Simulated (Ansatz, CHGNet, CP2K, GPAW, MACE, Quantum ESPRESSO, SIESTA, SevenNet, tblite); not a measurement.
# Which run comes nearest? AlP(100) slab, H on both faces (90 atoms)

The cell holds 90 atoms: 27 Al, 27 P and 36 H. Its edges and angles: a = 11.589 Å, b = 11.589 Å, c = 18.561 Å, α = 90.0°, β = 90.0°, γ = 90.0°. It derives from AlP (zinc-blende). Zinc-blende AlP (a = 5.463 Å), (100) slab of 6 atomic planes, 3 x 3 surface cells, H on the broken bonds of both faces, 10 Å of vacuum; displaced by a Gaussian of 0.02 Å. Then every atom was moved at random, 0.02 Å r.m.s. a Cartesian component (hydrogen 0.6 of that). Regions: slab, 54 atoms (27 Al and 27 P); hydrogen, 36 atoms (36 H). Vacuum lies along c.

Geometry: as built.

The reference, a calculation:

```
method                 : Kohn-Sham DFT, PBE, SSSP efficiency 1.3.0 pseudopotentials, plane waves (Quantum ESPRESSO 7.5); sssp-pbe-1.3.0-efficiency, cutoffs 45/360 Ry, Γ point
r.m.s. force component : 0.5146 eV/Å
longest force          : 2.247 eV/Å
time                   : 5 min on 4 MPI ranks of Arm Neoverse V2, shared host
CPU time               : 20 min
```

Runs, in no order:
A. GPAW PBE, grid h 0.2 Å: Kohn-Sham DFT, PBE, PAW, finite differences on a real-space grid
B. CP2K PBE, DZVP-UZH, 450/50 Ry, diagonalisation: Kohn-Sham DFT, PBE, GTH-PBE pseudopotentials, Gaussian and plane waves, DZVP-MOLOPT (UZH set), diagonalisation
C. CP2K PBE, TZVP-MOLOPT (SR for Al), 450/50 Ry, diagonalisation: Kohn-Sham DFT, PBE, GTH-PBE pseudopotentials, Gaussian and plane waves, TZVP-MOLOPT-GTH, diagonalisation
D. SIESTA PBE, DZP, shift 0.01 Ry, mesh 300 Ry: Kohn-Sham DFT, PBE, PseudoDojo 0.4.1 norm-conserving pseudopotentials (converted to PSML), numerical atomic orbitals (DZP), diagonalisation
E. CP2K PBE, DZVP-MOLOPT-SR, 630/50 Ry, diagonalisation: Kohn-Sham DFT, PBE, GTH-PBE pseudopotentials, Gaussian and plane waves, DZVP-MOLOPT-SR-GTH, diagonalisation

Q: Order them from the smallest to the largest r.m.s. force difference.

A, C, B, E, D.

| run | Δ force, r.m.s. (meV/Å) | share of r.m.s. force (%) | CPU time |
| --- | --- | --- | --- |
| A. GPAW PBE, grid h 0.2 Å | 9.47 | 1.84 | 11 min |
| C. CP2K PBE, TZVP-MOLOPT (SR for Al), 450/50 Ry, diagonalisation | 32.9 | 6.40 | 18 min |
| B. CP2K PBE, DZVP-UZH, 450/50 Ry, diagonalisation | 58.8 | 11.4 | 8.1 min |
| E. CP2K PBE, DZVP-MOLOPT-SR, 630/50 Ry, diagonalisation | 83.6 | 16.2 | 8.7 min |
| D. SIESTA PBE, DZP, shift 0.01 Ry, mesh 300 Ry | 122 | 23.6 | 8.9 min |

Caps of real hydrogen don't mimic the fractional bonds of a polar compound, so surface states and strained caps may belong to the model. The electronic-structure runs sample only Γ, in a cell whose shortest periodic width is 12 Å, which is coarse for a cell with partly filled levels.

[Logs are printed without paths, hosts, clocks, repeated set-up lines and the standing remarks that a program may print on its own settings, such as how far it seeks lower states.]

[Hosts, paths, dates, database ids (printed as entryN), source tags and the programs' standing remarks are cut or masked in the printed files.]
